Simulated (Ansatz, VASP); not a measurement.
## Ca: VASP beside Ansatz

INCAR

```
PREC = Accurate
ENCUT = 520
EDIFF = 1E-6
ISMEAR = 0
SIGMA = 0.1
LREAL = F
LASPH = T
NELM = 60
ALGO = Fast
ISIF = 2
LWAVE = F
LCHARG = T
GGA = PS
LELF = T
LVHAR = T
NBANDS = 72
```

The input KPOINTS:

```
regular mesh
0
Gamma
  3 3 3
```

Contents of POSCAR:

```
Ca
1.0
    4.5426968138      2.6227272283      7.7471249673
   -4.5426968138      2.6227272283      7.7471249673
    0.0000000000     -5.2454544565      7.7471249673
Ca
12
Direct
    0.0101900000      0.6536100000      0.0101900000
    0.0101900000      0.0101900000      0.6536100000
    0.6536100000      0.0101900000      0.0101900000
    0.9898100000      0.3463900000      0.9898100000
    0.3463900000      0.9898100000      0.9898100000
    0.9898100000      0.9898100000      0.3463900000
    0.2211800000      0.6306000000      0.2211800000
    0.2211800000      0.2211800000      0.6306000000
    0.6306000000      0.2211800000      0.2211800000
    0.7788200000      0.3694000000      0.7788200000
    0.3694000000      0.7788200000      0.7788200000
    0.7788200000      0.7788200000      0.3694000000
```

Input for Ansatz:

```yaml
crystal:
  lattice:
    - [4.5426968138, 2.6227272283, 7.7471249673]
    - [-4.5426968138, 2.6227272283, 7.7471249673]
    - [0.0, -5.2454544565, 7.7471249673]
  atoms:
    - { symbol: Ca, position: [0.01019, 0.65361, 0.01019] }
    - { symbol: Ca, position: [0.01019, 0.01019, 0.65361] }
    - { symbol: Ca, position: [0.65361, 0.01019, 0.01019] }
    - { symbol: Ca, position: [0.98981, 0.34639, 0.98981] }
    - { symbol: Ca, position: [0.34639, 0.98981, 0.98981] }
    - { symbol: Ca, position: [0.98981, 0.98981, 0.34639] }
    - { symbol: Ca, position: [0.22118, 0.6306, 0.22118] }
    - { symbol: Ca, position: [0.22118, 0.22118, 0.6306] }
    - { symbol: Ca, position: [0.6306, 0.22118, 0.22118] }
    - { symbol: Ca, position: [0.77882, 0.3694, 0.77882] }
    - { symbol: Ca, position: [0.3694, 0.77882, 0.77882] }
    - { symbol: Ca, position: [0.77882, 0.77882, 0.3694] }
basis:
  ecutwfc: 420
kpoints:
  mp_grid: { grid: [3, 3, 3] }
hamiltonian:
  xc: pbesol
scf:
  occupations: { method: gaussian, width: 0.1 }
  lower_state_search: "off"
output:
  forces: true
  stress: true
  eigenvalues: true
```

Alike in both runs: task single point; functional PBEsol; k mesh 3 × 3 × 3; occupations gaussian, width 0.1 eV; no spin polarisation.

```csv
,VASP,Ansatz
version,VASP 6.6.1,Ansatz 0.2.0
potentials or method,"VASP PAW PBE potentials, release 64 (Ca_sv)","scalar-relativistic, plane waves, PAW"
plane-wave cutoff (eV),520,420
valence electrons in the cell,120,120
```

```csv
,VASP,Ansatz,Ansatz less VASP
gap on the k mesh at the Fermi level (eV),none,none,-
pressure (GPa),4.9,4.9,+0.01
largest component of the traceless stress (GPa),0.96,0.96,-0.001
rms of the force components (eV/Å),0.617,0.614,-0.0033
```

Atom by atom the forces differ by 0.004 eV/Å (rms over components). A gap of «none» marks a metal or a gap that the smearing closes.

Caveats: the PAW data sets were made with another functional, which shifts forces and pressure a little (VASP).
